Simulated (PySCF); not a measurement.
# Ir (Fm-3m) in PySCF: further runs

One crystal, Ir, is run at these levels: PBEsol; tasks: single point, equation of state.

All numbers are computed with PySCF 2.14.0; they aren't measurements. Logs are shortened: lines on timing, memory, paths and dates and some standing lists are left out, and cuts for length are marked.

## 1. The structure

Symmetry: Fm-3m, No. 225, cubic system. Conventional cell: a = 3.831 Å, b = 3.831 Å, c = 3.831 Å, α = 90.00°, β = 90.00°, γ = 90.00°. Ir (site symmetry m-3m) is surrounded by 12 Ir at 2.71 Å.

## 2. Single point, PBEsol, 13.22 Å³/atom (volume scaled by 0.94)

run.py

```python
import json
import numpy as np
from pyscf.pbc import gto, scf, dft, df
from pyscf.pbc.tools import pyscf_ase
from ase.io import read

atoms = read('POSCAR')
cell = pyscf_ase.cell_from_ase(atoms)
cell.basis = 'DZVP-MOLOPT-SR-GTH-q17'
cell.pseudo = 'GTH-PBE-q17'
cell.ke_cutoff = 101  # hartree
cell.exp_to_discard = 0.02
cell.precision = 1e-08
cell.max_memory = 5880  # MB
cell.verbose = 4
cell.build()

res = {}
kpts = cell.make_kpts([4, 4, 4])
mf = dft.KRKS(cell, kpts, xc='pbesol')
mf = mf.multigrid_numint()
mf = mf.smearing(sigma=0.00183747, method='fermi')  # hartree
mf.conv_tol = 1e-07
mf.max_cycle = 60

atoms.calc = pyscf_ase.PySCF(method=mf)
print('ASE energy = %.8f eV' % atoms.get_potential_energy())
mf = atoms.calc.method_scan
res.update(converged=bool(mf.converged), e_tot=mf.e_tot, nelec=cell.nelectron, nao=cell.nao, mesh=list(map(int, cell.mesh)), a=cell.lattice_vectors().tolist(), coords=cell.atom_coords().tolist(),
           mo_energy=[np.real(x).tolist() for x in mf.mo_energy], mo_occ=[np.real(x).tolist() for x in mf.mo_occ])
res.update(e_free=mf.e_free, e_zero=mf.e_zero)
res.update(kpts=cell.get_scaled_kpts(kpts).tolist())
res['parts'] = {k: float(np.real(v)) for k, v in mf.scf_summary.items() if np.isscalar(v)}
json.dump(res, open('results.json', 'w'))
if not mf.converged:
    raise SystemExit('SCF not converged')

print('levels (eV)')
for i, kp in enumerate(res['kpts'][:40]):
    print('k %7.4f %7.4f %7.4f  ' % tuple(kp), ' '.join('%.3f' % (x * 27.211386) for x in res['mo_energy'][i][:14]))

# Mulliken populations
dm, s = np.asarray(mf.make_rdm1()), np.asarray(mf.get_ovlp())
sites = cell.aoslice_by_atom()[:, 2:]
tot = np.einsum('kij,kji->i', dm, s).real / len(kpts)
res['mulliken'] = [cell.atom_charge(i) - tot[a0:a1].sum() for i, (a0, a1) in enumerate(sites)]
print('Mulliken charges', np.round(res['mulliken'], 5))
res['done'] = True
json.dump(res, open('results.json', 'w'))
```

POSCAR

```
Ir
1.0
    0.0000000000      1.8764951499      1.8764951499
    1.8764951499      0.0000000000      1.8764951499
    1.8764951499      1.8764951499      0.0000000000
Ir
1
Direct
    0.0000000000      0.0000000000      0.0000000000
```

Potentials or basis: DZVP-MOLOPT-SR/GTH-PBE (potentials made for PBE).

Launch:

```sh
$ OMP_NUM_THREADS=4 python -u run.py > log
```

The program printed:

```text
pyscf/pbc/gto/cell.py:1403: UserWarning: Electron number 17 and spin 0 are not consistent in cell

  warnings.warn('Electron number %d and spin %d are not consistent '
Discarded 0 diffused primitive functions, 0 contracted functions

PySCF version 2.14.0

[INPUT] verbose = 4
[INPUT] num. atoms = 1
[INPUT] num. electrons = 17
[INPUT] charge = 0
[INPUT] spin (= nelec alpha-beta = 2S) = 0
[INPUT] symmetry False subgroup None
[INPUT] Mole.unit = angstrom
[INPUT] Symbol           X                Y                Z      unit          X                Y                Z       unit  Magmom
[INPUT]  1 Ir     0.000000000000   0.000000000000   0.000000000000 AA    0.000000000000   0.000000000000   0.000000000000 Bohr   0.0

nuclear repulsion = -93.4152571236246
number of shells = 4
number of NR pGTOs = 96
number of NR cGTOs = 26
basis = DZVP-MOLOPT-SR-GTH-q17
ecp = {}
lattice vectors  a1 [0.000000000, 3.546061907, 3.546061907]
                 a2 [3.546061907, 0.000000000, 3.546061907]
                 a3 [3.546061907, 3.546061907, 0.000000000]
dimension = 3
low_dim_ft_type = None
Cell volume = 89.1803
exp_to_discard = 0.02
rcut = 29.696669295988645 (nimgs = [8 8 8])
precision = 1e-08
pseudo = GTH-PBE-q17
ke_cutoff = 101
    = [25 25 25] mesh (15625 PWs)
Create scanner for <class 'pyscf.pbc.scf.smearing.SmearingKRKS'>
Set new lattice vectors
[[0.         1.87649515 1.87649515]
 [1.87649515 0.         1.87649515]
 [1.87649515 1.87649515 0.        ]]
New geometry
   1 Ir     0.000000000000   0.000000000000   0.000000000000 AA    0.000000000000   0.000000000000   0.000000000000 Bohr
Discarded 0 diffused primitive functions, 0 contracted functions

******** <class 'pyscf.scf.hf.SmearingKRKS_Scanner'> ********
method = SmearingKRKS_Scanner
initial guess = minao
damping factor = 0
level_shift factor = 0
DIIS = <class 'pyscf.scf.diis.CDIIS'>
diis_start_cycle = 1
diis_space = 8
diis_damp = 0
SCF conv_tol = 1e-07
SCF conv_tol_grad = None
SCF max_cycles = 60
direct_scf = True
direct_scf_tol = 1e-13

******** PBC SCF flags ********
N kpts = 64
Exchange divergence treatment (exxdiv) = ewald
    madelung (= occupied orbital energy shift) = 0.1616180919093852
    Total energy shift due to Ewald probe charge = -1/2 * Nelec*madelung = -1.37375378123
Smearing method = fermi
DF object = <pyscf.pbc.df.fft.FFTDF object>
XC functionals = pbesol
small_rho_cutoff = 0
Uniform grid, mesh = [25 25 25]
Set gradient conv threshold to 0.000316228
nelec by numeric integration = 17.000005503805834
init E= -105.284976437354
    sigma = 0.00183747  Optimized mu = 1.13078906786  entropy = 0.0602422731959
nelec by numeric integration = 16.999999999999932
    Total E(T) = -105.288811615451  Free energy = -105.288922308821  E0 = -105.288866962136
cycle= 1 E= -105.288811615451  delta_E= -0.00384  |g|= 3.76  |ddm|= 42.9
    sigma = 0.00183747  Optimized mu = 0.961255087909  entropy = 0.000106738621802
nelec by numeric integration = 17.000000000000004
    Total E(T) = -105.295132891232  Free energy = -105.295133087361  E0 = -105.295132989297
cycle= 2 E= -105.295132891232  delta_E= -0.00632  |g|= 3.58  |ddm|= 46.8
    sigma = 0.00183747  Optimized mu = 1.0343252331  entropy = 0.119346870742
nelec by numeric integration = 16.99999999999996
    Total E(T) = -105.398008961169  Free energy = -105.398228257464  E0 = -105.398118609317
cycle= 3 E= -105.398008961169  delta_E= -0.103  |g|= 0.0373  |ddm|= 19.9
    sigma = 0.00183747  Optimized mu = 1.03274332633  entropy = 0.119346912541
nelec by numeric integration = 16.99999999999996
    Total E(T) = -105.398017193244  Free energy = -105.398236489616  E0 = -105.39812684143
cycle= 4 E= -105.398017193244  delta_E= -8.23e-06  |g|= 0.00427  |ddm|= 0.231
    sigma = 0.00183747  Optimized mu = 1.03260556063  entropy = 0.119346930744
nelec by numeric integration = 16.99999999999996
    Total E(T) = -105.398017346263  Free energy = -105.398236642668  E0 = -105.398126994466
cycle= 5 E= -105.398017346263  delta_E= -1.53e-07  |g|= 0.00016  |ddm|= 0.0271
    sigma = 0.00183747  Optimized mu = 1.03260001638  entropy = 0.119346931529
nelec by numeric integration = 16.99999999999996
    Total E(T) = -105.398017346469  Free energy = -105.398236642875  E0 = -105.398126994672
cycle= 6 E= -105.398017346469  delta_E= -2.06e-10  |g|= 1.06e-06  |ddm|= 0.00107
    sigma = 0.00183747  Optimized mu = 1.03260007701  entropy = 0.11934693152
nelec by numeric integration = 16.999999999999964
    Total E(T) = -105.398017346469  Free energy = -105.398236642875  E0 = -105.398126994672
Extra cycle  E= -105.398017346469  delta_E= 5.68e-14  |g|= 5.55e-07  |ddm|= 1.03e-05
converged SCF energy = -105.398017346469
ASE energy = -2868.02613576 eV
levels (eV)
k  0.0000  0.0000  0.0000   -64.498 -22.239 -22.239 -22.239 16.329 24.029 24.029 24.029 27.078 27.078 42.528 49.105 49.105 49.105
k -0.0000 -0.0000  0.2500   -64.453 -22.750 -22.309 -22.309 18.673 23.408 24.512 24.512 27.227 27.227 42.966 46.466 55.656 55.656
k -0.0000 -0.0000  0.5000   -64.407 -23.237 -22.379 -22.379 19.386 23.900 23.900 27.302 29.442 29.442 36.342 43.121 48.692 48.692
k -0.0000 -0.0000  0.7500   -64.453 -22.750 -22.309 -22.309 18.673 23.408 24.512 24.512 27.227 27.227 42.966 46.466 55.656 55.656
k  0.0000  0.2500  0.0000   -64.453 -22.750 -22.309 -22.309 18.673 23.408 24.512 24.512 27.227 27.227 42.966 46.466 55.656 55.656
k  0.0000  0.2500  0.2500   -64.438 -22.729 -22.425 -22.425 19.494 21.769 24.908 26.243 26.243 28.133 48.806 48.806 49.739 52.208
[... 32 lines left out ...]
k  0.5000  0.2500  0.5000   -64.393 -23.070 -22.643 -22.495 20.656 22.096 24.205 26.137 29.627 32.536 36.988 44.682 46.351 50.698
k  0.5000  0.2500  0.7500   -64.377 -22.899 -22.899 -22.619 21.309 22.893 22.893 26.284 30.107 37.182 37.887 37.887 42.442 56.768
Mulliken charges [-0.]
```

Run time: 29 s. Hardware: 4 threads of AMD EPYC 7R43 (Zen 3), shared host; peak memory 0.55 GiB.

What came out:

```yaml
Free_energy: -2868.0321 eV
Band_gap_on_the_k_mesh: none (metal or under the smearing width)
```

Caveat: the k mesh is coarse (spacing up to 0.72 Å⁻¹), so the values aren't converged; the potentials were made for another functional, which shifts forces and pressure; the basis of atomic orbitals isn't converged, which shifts pressures, moduli and gaps.

## 3. Single point, PBEsol, 13.50 Å³/atom (volume scaled by 0.96)

run.py is that of step 2.

POSCAR

```
Ir
1.0
    0.0000000000      1.8897103398      1.8897103398
    1.8897103398      0.0000000000      1.8897103398
    1.8897103398      1.8897103398      0.0000000000
Ir
1
Direct
    0.0000000000      0.0000000000      0.0000000000
```

Potentials or basis: DZVP-MOLOPT-SR/GTH-PBE (potentials made for PBE).

Launch:

```sh
$ OMP_NUM_THREADS=4 python -u run.py > log
```

Run time: 30 s. Hardware: 4 threads of AMD EPYC 7R43 (Zen 3), shared host; peak memory 0.55 GiB.

Results (log left out):

- Free energy: -2868.0490 eV
- Band gap on the k mesh: none (metal or under the smearing width)

Caveat: the k mesh is coarse (spacing up to 0.72 Å⁻¹), so the values aren't converged; the potentials were made for another functional, which shifts forces and pressure; the basis of atomic orbitals isn't converged, which shifts pressures, moduli and gaps.

## 4. Single point, PBEsol, 13.78 Å³/atom (volume scaled by 0.98)

run.py is that of step 3.

POSCAR

```
Ir
1.0
    0.0000000000      1.9027432368      1.9027432368
    1.9027432368      0.0000000000      1.9027432368
    1.9027432368      1.9027432368      0.0000000000
Ir
1
Direct
    0.0000000000      0.0000000000      0.0000000000
```

Launch:

```sh
$ OMP_NUM_THREADS=4 python -u run.py > log
```

Wall time 31 s (4 threads of AMD EPYC 7R43 (Zen 3), shared host); peak memory 0.55 GiB.

The run converged. Its results:

```yaml
Free_energy: -2868.0498 eV
Band_gap_on_the_k_mesh: none (metal or under the smearing width)
```

Caveat: the k mesh is coarse (spacing up to 0.71 Å⁻¹), so the values aren't converged; the potentials were made for another functional, which shifts forces and pressure; the basis of atomic orbitals isn't converged, which shifts pressures, moduli and gaps.

## 5. Single point, PBEsol, 14.06 Å³/atom

run.py is that of step 4.

POSCAR

```
Ir
1.0
    0.0000000000      1.9156000000      1.9156000000
    1.9156000000      0.0000000000      1.9156000000
    1.9156000000      1.9156000000      0.0000000000
Ir
1
Direct
    0.0000000000      0.0000000000      0.0000000000
```

Launch:

```sh
$ OMP_NUM_THREADS=4 python -u run.py > log
```

Run time: 29 s. Hardware: 4 threads of AMD EPYC 7R43 (Zen 3), shared host; peak memory 0.54 GiB.

Results (log left out):

| Item | Value |
| --- | --- |
| Free energy | -2868.0363 eV |
| Band gap on the k mesh | none (metal or under the smearing width) |

Caveat: the k mesh is coarse (spacing up to 0.71 Å⁻¹), so the values aren't converged; the potentials were made for another functional, which shifts forces and pressure; the basis of atomic orbitals isn't converged, which shifts pressures, moduli and gaps.

## 6. Single point, PBEsol, 14.34 Å³/atom (volume scaled by 1.02)

run.py is that of step 5.

POSCAR

```
Ir
1.0
    0.0000000000      1.9282864624      1.9282864624
    1.9282864624      0.0000000000      1.9282864624
    1.9282864624      1.9282864624      0.0000000000
Ir
1
Direct
    0.0000000000      0.0000000000      0.0000000000
```

Potentials or basis: DZVP-MOLOPT-SR/GTH-PBE (potentials made for PBE).

Launch:

```sh
$ OMP_NUM_THREADS=4 python -u run.py > log
```

It took 29 s on 4 threads of AMD EPYC 7R43 (Zen 3), shared host; peak memory 0.55 GiB.

The run converged. Its results:

| Quantity | Value |
| --- | --- |
| Free energy | -2868.0101 eV |
| Band gap on the k mesh | none (metal or under the smearing width) |

Caveat: the k mesh is coarse (spacing up to 0.71 Å⁻¹), so the values aren't converged; the potentials were made for another functional, which shifts forces and pressure; the basis of atomic orbitals isn't converged, which shifts pressures, moduli and gaps.

## 7. Single point, PBEsol, 14.62 Å³/atom (volume scaled by 1.04)

run.py is that of step 6.

POSCAR

```
Ir
1.0
    0.0000000000      1.9408081540      1.9408081540
    1.9408081540      0.0000000000      1.9408081540
    1.9408081540      1.9408081540      0.0000000000
Ir
1
Direct
    0.0000000000      0.0000000000      0.0000000000
```

Launch:

```sh
$ OMP_NUM_THREADS=4 python -u run.py > log
```

Run time: 28 s. Hardware: 4 threads of AMD EPYC 7R43 (Zen 3), shared host; peak memory 0.55 GiB.

The run converged. Its results:

```yaml
Free_energy: -2867.9729 eV
Band_gap_on_the_k_mesh: none (metal or under the smearing width)
```

Caveat: the k mesh is coarse (spacing up to 0.70 Å⁻¹), so the values aren't converged; the potentials were made for another functional, which shifts forces and pressure; the basis of atomic orbitals isn't converged, which shifts pressures, moduli and gaps.

## 8. Single point, PBEsol, 14.90 Å³/atom (volume scaled by 1.06)

run.py is that of step 7.

POSCAR

```
Ir
1.0
    0.0000000000      1.9531703226      1.9531703226
    1.9531703226      0.0000000000      1.9531703226
    1.9531703226      1.9531703226      0.0000000000
Ir
1
Direct
    0.0000000000      0.0000000000      0.0000000000
```

Launch:

```sh
$ OMP_NUM_THREADS=4 python -u run.py > log
```

Run time: 30 s. Hardware: 4 threads of AMD EPYC 7R43 (Zen 3), shared host; peak memory 0.55 GiB.

Results (log left out):

```
Free energy            : -2867.9257 eV
Band gap on the k mesh : none (metal or under the smearing width)
```

Caveat: the k mesh is coarse (spacing up to 0.70 Å⁻¹), so the values aren't converged; the potentials were made for another functional, which shifts forces and pressure; the basis of atomic orbitals isn't converged, which shifts pressures, moduli and gaps.

## 9. Equation of state, PBEsol

Potentials or basis: DZVP-MOLOPT-SR/GTH-PBE (potentials made for PBE).

No new run: the results of the series are fitted here.

What came out:

| Property | Result |
| --- | --- |
| Equilibrium volume | 13.65 Å³/atom |
| Bulk modulus | 417 GPa |
| Pressure derivative of the bulk modulus | 5.0 |

Energy against volume, from the lowest point:
| volume (Å³/atom) | energy (meV/atom) |
| --- | --- |
| 13.215 | 17.65 |
| 13.496 | 0.76 |
| 13.778 | 0.00 |
| 14.059 | 13.50 |
| 14.340 | 39.63 |
| 14.621 | 76.92 |
| 14.902 | 124.06 |

Caveat: the k mesh is coarse (spacing up to 0.71 Å⁻¹), so the values aren't converged; the potentials were made for another functional, which shifts forces and pressure; the basis of atomic orbitals isn't converged, which shifts pressures, moduli and gaps. The run has no spin-orbit coupling, so splittings on Ir are missing.
